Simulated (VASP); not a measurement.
# BN (Qingsongite): cell size and functional, part 2 of 2

How much does the relaxed cell of BN (Qingsongite) depend on the functional? The starting structure is a measured crystal structure from the Crystallography Open Database. The first relaxation on each setting starts from this cell expanded by 3 % in volume.

VASP 6.6.1.

Results so far: PBEsol 5.87 Å³ an atom; LDA 5.75 Å³ an atom; PBE 5.96 Å³ an atom; PBEsol + D3(BJ) 5.81 Å³ an atom.

**6. Relaxation with r2SCAN**

Level of this step: r2SCAN; plane waves and PAW (N, B) (VASP).

r2SCAN adds the kinetic-energy density, costs more than a GGA and is run with LASPH. This run starts from the cell of an earlier relaxation, which isn't shown; the restart sets up the plane waves anew.

Input file INCAR:

```
SYSTEM = BN
PREC = Accurate
ENCUT = 520
EDIFF = 1E-06
NELM = 100
ISMEAR = 0
SIGMA = 0.03
LREAL = .FALSE.
ALGO = Normal
METAGGA = R2SCAN
LASPH = .TRUE.
NBANDS = 10
LORBIT = 11
LWAVE = .FALSE.
LCHARG = .FALSE.
KPAR = 8
IBRION = 2
NSW = 50
ISIF = 3
EDIFFG = -0.006
```

Input file POSCAR:

```
BN
1.0
    0.0000000000      1.8067415948      1.8067415948
    1.8067415948      0.0000000000      1.8067415948
    1.8067415948      1.8067415948      0.0000000000
N B
1 1
Direct
    0.7500000000      0.7500000000      0.7500000000
    0.0000000000      0.0000000000      0.0000000000
```

Input file KPOINTS:

```
Automatic mesh
0
Gamma
10 10 10
0 0 0
```

Potentials, in the order of the species: N and B (PBE family, release 64).

The run is started by

```
mpirun -np 8 vasp_std
```

The log of the run:

```text
[banner, memory and clock lines left out]
running    8 mpi-ranks, on    1 nodes
[...]
[... a notice as in an earlier step ...]

 [... a notice as in an earlier step ...]

 LDA part: xc-table for (None), standard interpolation
 POSCAR, INCAR and KPOINTS ok, starting setup
[...]
entering main loop
       N       E                     dE             d eps       ncg     rms          rms(c)
DAV:   1     0.749745626742E+01    0.74975E+01   -0.50819E+03   980   0.812E+02
DAV:   2    -0.219106055954E+02   -0.29408E+02   -0.28461E+02  1080   0.179E+02
DAV:   3    -0.224164938950E+02   -0.50589E+00   -0.50527E+00  1094   0.214E+01
DAV:   4    -0.224171689522E+02   -0.67506E-03   -0.67504E-03  1034   0.836E-01
[...]
DAV:  10    -0.191717380913E+02    0.78193E-06   -0.43430E-04  1026   0.175E-01    0.312E-02
DAV:  11    -0.191717392571E+02   -0.11659E-05   -0.42187E-05  1038   0.537E-02    0.834E-03
DAV:  12    -0.191717401775E+02   -0.92037E-06   -0.11884E-06   614   0.106E-02
   1 F= -.19171740E+02 E0= -.19171740E+02  d E =-.191717E+02
[...]
reached required accuracy - stopping structural energy minimisation
```

Elapsed: 4 s, on 8 MPI ranks of Intel Xeon 6975P-C (Granite Rapids), shared host; peak memory 0.89 GiB.

Parts of OUTCAR (step 6):

```text
  Total       -0.0105929     -0.0105929     -0.0105929      0.0000000     -0.0000000      0.0000000
  in kB       -1.4388290     -1.4388290     -1.4388290      0.0000000     -0.0000000      0.0000000
  external PRESSURE =      -1.4388290 kB  Pullay stress =       0.0000000 kB

 POSITION                                       TOTAL-FORCE (eV/Angst)
 -----------------------------------------------------------------------------------
      2.71011      2.71011      2.71011        -0.000000     -0.000000      0.000000
      0.00000      0.00000      0.00000         0.000000      0.000000     -0.000000
 -----------------------------------------------------------------------------------
    total drift:                               -0.000000     -0.000000     -0.000000

  FREE ENERGIE OF THE ION-ELECTRON SYSTEM (eV)
  ---------------------------------------------------
  free  energy   TOTEN  =       -19.1717401775 eV

  energy  without entropy=      -19.1717401775  energy(sigma->0) =      -19.17174018

[... 2 parts as in an earlier step ...]

[... 2 further parts left out ...]
[key lines of the parts left out:]
E-fermi :   7.4329
```

With r2SCAN the relaxed cell holds 5.898 Å³ an atom, -0.13 % against the measured cell, with a = 3.613 Å. That is +0.48 % from PBEsol. Pressures at 0.985 and 1.015 times this volume, from two more relaxations that aren't shown, give a bulk modulus of 391.6 GPa.

**7. Relaxation with r2SCAN + rVV10**

rVV10 adds a nonlocal correlation energy for dispersion. This run starts from the cell of an earlier relaxation, which isn't shown; the restart sets up the plane waves anew.

Edit INCAR of step 6 so:

```diff
@@ -10,2 +10,6 @@
 METAGGA = R2SCAN
+LUSE_VDW = .TRUE.
+IVDW_NL = 2
+BPARAM = 11.95
+CPARAM = 0.0093
 LASPH = .TRUE.
```

Input file POSCAR:

```
BN
1.0
    0.0000000000      1.8053823691      1.8053823691
    1.8053823691      0.0000000000      1.8053823691
    1.8053823691      1.8053823691      0.0000000000
N B
1 1
Direct
    0.7500000000      0.7500000000      0.7500000000
    0.0000000000      0.0000000000      0.0000000000
```

KPOINTS is that of step 6.

The run is started by

```
mpirun -np 8 vasp_std
```

The log of the run:

```text
[banner, memory and clock lines left out]
running    8 mpi-ranks, on    1 nodes
[...]
[... a notice as in an earlier step ...]

|                                                                             |
|               ----> ADVICE to this user running VASP <----                  |
|                                                                             |
|     You have switched on vdW-DFT.                                           |
|     This routine was written and supplied by Jiri Klimes. We recommend      |
|     that you carefully read and cite the following publications:            |
|       J. Klimes, D.R. Bowler, A. Michelides                                 |
|          J. Phys.: Cond Matt. 22 022201 (2010)                              |
|       J. Klimes, D.R. Bowler, A. Michelides                                 |
|          Phys. Rev. B. 83, 195131 (2011)                                    |
|     and references therein.                                                 |
[...]
Total rVV10 correction in eV:      0.0990772     8.1610038
Total rVV10 correction in eV:      0.0990772     8.1610038
Total rVV10 correction in eV:      0.0990772     8.1610038
DAV:  12    -0.190723870249E+02   -0.92531E-06   -0.11979E-06   612   0.104E-02
Total rVV10 correction in eV:      0.0990695     8.1610038
Total rVV10 correction in eV:      0.0990695     8.1610038
Total rVV10 correction in eV:      0.0990695     8.1610038
Total rVV10 correction in eV:      0.0990695     8.1610038
Total rVV10 correction in eV:      0.0990695     8.1610038
Total rVV10 correction in eV:      0.0990695     8.1610038
Total rVV10 correction in eV:      0.0990695     8.1610038
Total rVV10 correction in eV:      0.0990695     8.1610038
Total rVV10 correction in eV:      0.0990747     8.1610038
Total rVV10 correction in eV:      0.0990747     8.1610038
Total rVV10 correction in eV:      0.0990747     8.1610038
Total rVV10 correction in eV:      0.0990747     8.1610038
Total rVV10 correction in eV:      0.0990747     8.1610038
Total rVV10 correction in eV:      0.0990747     8.1610038
Total rVV10 correction in eV:      0.0990747     8.1610038
Total rVV10 correction in eV:      0.0990747     8.1610038
   1 F= -.19072387E+02 E0= -.19072387E+02  d E =-.190724E+02
[...]
reached required accuracy - stopping structural energy minimisation
```

Run time: 14 s. Hardware: 8 MPI ranks; peak memory 1.3 GiB.

OUTCAR, selected parts (step 7):

```text
  Total       -0.0116116     -0.0116116     -0.0116116     -0.0000000     -0.0000000      0.0000000
  in kB       -1.5807566     -1.5807566     -1.5807566     -0.0000000     -0.0000000      0.0000000
  external PRESSURE =      -1.5807566 kB  Pullay stress =       0.0000000 kB

 POSITION                                       TOTAL-FORCE (eV/Angst)
 -----------------------------------------------------------------------------------
      2.70807      2.70807      2.70807        -0.000000     -0.000000     -0.000000
      0.00000      0.00000      0.00000         0.000000      0.000000      0.000000
 -----------------------------------------------------------------------------------
    total drift:                               -0.000000     -0.000000     -0.000000

  FREE ENERGIE OF THE ION-ELECTRON SYSTEM (eV)
  ---------------------------------------------------
  free  energy   TOTEN  =       -19.0723870249 eV

  energy  without entropy=      -19.0723870249  energy(sigma->0) =      -19.07238702

[... 2 parts as in an earlier step ...]

[... 2 further parts left out ...]
[key lines of the parts left out:]
E-fermi :   7.4479
```

With r2SCAN + rVV10 the relaxed cell holds 5.884 Å³ an atom, -0.35 % against the measured cell, with a = 3.611 Å. That is +0.25 % from PBEsol. Pressures at 0.985 and 1.015 times this volume, from two more relaxations that aren't shown, give a bulk modulus of 394.4 GPa.

**8. Relaxation with vdW-DF-cx**

vdW-DF-cx takes its exchange from the same plasmon model as its correlation. This run starts from the cell of an earlier relaxation, which isn't shown; the restart sets up the plane waves anew.

Edit INCAR of step 7 so:

```diff
@@ -9,7 +9,5 @@
 ALGO = Normal
-METAGGA = R2SCAN
+GGA = CX
+AGGAC = 0
 LUSE_VDW = .TRUE.
-IVDW_NL = 2
-BPARAM = 11.95
-CPARAM = 0.0093
 LASPH = .TRUE.
```

Input file POSCAR:

```
BN
1.0
    0.0000000000      1.8098071374      1.8098071374
    1.8098071374      0.0000000000      1.8098071374
    1.8098071374      1.8098071374      0.0000000000
N B
1 1
Direct
    0.7500000000      0.7500000000      0.7500000000
    0.0000000000      0.0000000000      0.0000000000
```

KPOINTS is that of step 7.

The run is started by

```
mpirun -np 8 vasp_std
```

The log of the run:

```text
[banner, memory and clock lines left out]
running    8 mpi-ranks, on    1 nodes
[...]
[... a notice as in an earlier step ...]

 [... a notice as in an earlier step ...]

 [... a notice as in an earlier step ...]

 LDA part: xc-table for (Slater+PW92), standard interpolation
 POSCAR, INCAR and KPOINTS ok, starting setup
[...]
entering main loop
       N       E                     dE             d eps       ncg     rms          rms(c)
DAV:   1     0.116315216811E+02    0.11632E+02   -0.50689E+03   980   0.796E+02
DAV:   2    -0.162349373166E+02   -0.27866E+02   -0.26963E+02  1146   0.169E+02
DAV:   3    -0.167362830238E+02   -0.50135E+00   -0.49998E+00  1098   0.197E+01
DAV:   4    -0.167370454770E+02   -0.76245E-03   -0.76244E-03  1020   0.783E-01
[...]
DAV:  10    -0.157821363629E+02   -0.60620E-04   -0.88036E-05  1000   0.923E-02    0.119E-02
DAV:  11    -0.157821393214E+02   -0.29585E-05   -0.82852E-06  1082   0.235E-02    0.984E-03
DAV:  12    -0.157821394275E+02   -0.10612E-06   -0.15225E-06   568   0.904E-03
   1 F= -.15782139E+02 E0= -.15782139E+02  d E =-.157821E+02
[...]
reached required accuracy - stopping structural energy minimisation
```

Run time: 10 s. Hardware: 8 MPI ranks; peak memory 1.7 GiB; 62 s of CPU time.

From OUTCAR (step 8):

```text
  Total       -0.0008091     -0.0008091     -0.0008091     -0.0000000      0.0000000     -0.0000000
  in kB       -0.1093462     -0.1093462     -0.1093462     -0.0000000      0.0000000     -0.0000000
  external PRESSURE =      -0.1093462 kB  Pullay stress =       0.0000000 kB

 POSITION                                       TOTAL-FORCE (eV/Angst)
 -----------------------------------------------------------------------------------
      2.71471      2.71471      2.71471         0.000000     -0.000000      0.000000
      0.00000      0.00000      0.00000        -0.000000      0.000000     -0.000000
 -----------------------------------------------------------------------------------
    total drift:                               -0.000000     -0.000000     -0.000000

  FREE ENERGIE OF THE ION-ELECTRON SYSTEM (eV)
  ---------------------------------------------------
  free  energy   TOTEN  =       -15.7821394275 eV

  energy  without entropy=      -15.7821394275  energy(sigma->0) =      -15.78213943

[... 2 parts as in an earlier step ...]

[... 2 further parts left out ...]
[key lines of the parts left out:]
E-fermi :   7.5940
```

With vdW-DF-cx the relaxed cell holds 5.928 Å³ an atom, +0.38 % against the measured cell, with a = 3.620 Å. That is +0.99 % from PBEsol. Pressures at 0.985 and 1.015 times this volume, from two more relaxations that aren't shown, give a bulk modulus of 378.9 GPa.

**9. Relaxation with BLYP**

BLYP comes from molecular chemistry and underbinds dense solids.

Edit INCAR of step 8 so:

```diff
@@ -9,6 +9,7 @@
 ALGO = Normal
-GGA = CX
-AGGAC = 0
-LUSE_VDW = .TRUE.
-LASPH = .TRUE.
+GGA = B5
+ALDAX = 1
+AGGAX = 1
+AGGAC = 1
+ALDAC = 0
 NBANDS = 10
```

Input file POSCAR:

```
BN
1.0
    0.0000000000      1.8253972035      1.8253972035
    1.8253972035      0.0000000000      1.8253972035
    1.8253972035      1.8253972035      0.0000000000
N B
1 1
Direct
    0.7500000000      0.7500000000      0.7500000000
    0.0000000000      0.0000000000      0.0000000000
```

KPOINTS is that of step 8.

The run is started by

```
mpirun -np 8 vasp_std
```

The log of the run:

```text
[banner, memory and clock lines left out]
running    8 mpi-ranks, on    1 nodes
[...]
[... a notice as in an earlier step ...]

 [... a notice as in an earlier step ...]

 LDA part: xc-table for (Slater(with rela. corr.)+VWN5), standard interpolation
 POSCAR, INCAR and KPOINTS ok, starting setup
[...]
entering main loop
       N       E                     dE             d eps       ncg     rms          rms(c)
DAV:   1     0.110535845876E+02    0.11054E+02   -0.50394E+03   964   0.797E+02
DAV:   2    -0.170485045497E+02   -0.28102E+02   -0.26995E+02  1172   0.170E+02
DAV:   3    -0.175522592129E+02   -0.50375E+00   -0.50276E+00  1086   0.201E+01
DAV:   4    -0.175530559307E+02   -0.79672E-03   -0.79670E-03  1034   0.853E-01
[...]
DAV:  10    -0.164107415268E+02   -0.64592E-04   -0.10622E-04  1000   0.109E-01    0.141E-02
DAV:  11    -0.164107437342E+02   -0.22075E-05   -0.64722E-06  1084   0.213E-02    0.945E-03
DAV:  12    -0.164107438149E+02   -0.80686E-07   -0.12198E-06   564   0.802E-03
[...]
DAV:   2    -0.164107866371E+02    0.60105E-03   -0.26951E-03  1036   0.348E-01    0.475E-02
DAV:   3    -0.164107648661E+02    0.21771E-04   -0.69488E-05   980   0.777E-02    0.207E-02
DAV:   4    -0.164107571847E+02    0.76815E-05   -0.10541E-05  1036   0.259E-02    0.484E-03
DAV:   5    -0.164107572418E+02   -0.57115E-07   -0.58904E-07   492   0.558E-03
   2 F= -.16410757E+02 E0= -.16410757E+02  d E =-.134268E-04
 trial-energy change:   -0.000013  1 .order   -0.000011   -0.000504    0.000481
 step:   0.5115(harm=  0.5115)  dis= 0.00000  next Energy=   -16.410873 (dE=-0.129E-03)
[...]
N       E                     dE             d eps       ncg     rms          rms(c)
DAV:   1    -0.164110251134E+02   -0.26793E-03   -0.43034E-03   998   0.566E-01    0.886E-02
DAV:   2    -0.164108821688E+02    0.14294E-03   -0.64848E-04  1040   0.170E-01    0.232E-02
DAV:   3    -0.164108765608E+02    0.56080E-05   -0.16491E-05   980   0.379E-02    0.101E-02
DAV:   4    -0.164108738558E+02    0.27050E-05   -0.25248E-06  1004   0.127E-02    0.236E-03
DAV:   5    -0.164108737086E+02    0.14722E-06   -0.14131E-07   482   0.273E-03
   3 F= -.16410874E+02 E0= -.16410874E+02  d E =-.129894E-03
[...]
reached required accuracy - stopping structural energy minimisation
```

Run time: 6.4 s. Hardware: 8 MPI ranks; peak memory 0.91 GiB.

OUTCAR, selected parts (step 9):

```text
  Total       -0.0007074     -0.0007074     -0.0007074      0.0000000     -0.0000000      0.0000000
  in kB       -0.0934632     -0.0934632     -0.0934632      0.0000000     -0.0000000      0.0000000
  external PRESSURE =      -0.0934632 kB  Pullay stress =       0.0000000 kB

 POSITION                                       TOTAL-FORCE (eV/Angst)
 -----------------------------------------------------------------------------------
      2.73528      2.73528      2.73528         0.000000      0.000000      0.000000
      0.00000      0.00000      0.00000        -0.000000     -0.000000     -0.000000
 -----------------------------------------------------------------------------------
    total drift:                               -0.000000     -0.000000     -0.000000

  FREE ENERGIE OF THE ION-ELECTRON SYSTEM (eV)
  ---------------------------------------------------
  free  energy   TOTEN  =       -16.4108737086 eV

  energy  without entropy=      -16.4108737086  energy(sigma->0) =      -16.41087371

[... 2 parts as in an earlier step ...]

[... 2 further parts left out ...]
[key lines of the parts left out:]
E-fermi :   7.6016
```

With BLYP the relaxed cell holds 6.064 Å³ an atom, +2.68 % against the measured cell, with a = 3.647 Å. That is +3.30 % from PBEsol. Pressures at 0.985 and 1.015 times this volume, from two more relaxations that aren't shown, give a bulk modulus of 357.6 GPa.

**10. The runs compared**

```
          level  volume (Å³/atom)  against the measured cell (%)   a (Å)  bulk modulus (GPa)  pressure left (GPa)  core minutes
         PBEsol              5.87                           -0.6  3.6078               387.3                -0.05          0.56
            LDA             5.754                          -2.55   3.584               402.4                -0.13          0.56
            PBE             5.957                           0.87  3.6255               374.0                 0.01         0.667
PBEsol + D3(BJ)              5.81                          -1.62  3.5954               393.9                -0.09         0.667
         r2SCAN             5.898                          -0.13  3.6135               391.6                -0.14          1.84
 r2SCAN + rVV10             5.884                          -0.35  3.6108               394.4                -0.16          6.69
      vdW-DF-cx             5.928                           0.38  3.6196               378.9                -0.01          5.23
           BLYP             6.064                           2.68   3.647               357.6                -0.01         0.853
```

Core minutes are wall time times ranks, summed over the relaxations behind a row (those for a bulk modulus apart), on shared hosts.

**11. What came out**

```yaml
volume_pbesol: 5.870 Å³/atom
volume_lda: 5.754 Å³/atom
volume_pbe: 5.957 Å³/atom
volume_pbesol_d3_bj: 5.810 Å³/atom
volume_r2scan: 5.898 Å³/atom
volume_r2scan_rvv10: 5.884 Å³/atom
volume_vdw_df_cx: 5.928 Å³/atom
volume_blyp: 6.064 Å³/atom
```

**Reading.** Across 8 levels the volume of BN (Qingsongite) spans 5.4 %, from 5.75 Å³ an atom (LDA) to 6.06 Å³ (BLYP). Against the measured volume of the starting structure, r2SCAN comes nearest (-0.1 %) and BLYP lies farthest (+2.7 %). The measured cell holds zero-point expansion and, unless it was taken cold, thermal expansion, which the runs lack, so small differences decide nothing. Adding D3(BJ) to PBEsol changes the volume by -1.0 %. Adding rVV10 to r2SCAN changes the volume by -0.2 %. The bulk modulus goes from 357.6 GPa (BLYP) to 402.4 GPa (LDA). LASPH is on in some of these runs and off in others, which adds a little to the differences. All runs keep the symmetry of the start, so they can't find a distortion of lower symmetry. Further runs on this material are not shown.

[Lines on the potential files, build, host, timing and source positions are cut from VASP's logs without a mark.]

[Logs are printed without paths, hosts, clocks, repeated set-up lines and the standing remarks that a program may print on its own settings, such as how far it seeks lower states.]

[Hosts, paths, dates, database ids (printed as entryN), source tags and the programs' standing remarks are cut or masked in the printed files.]
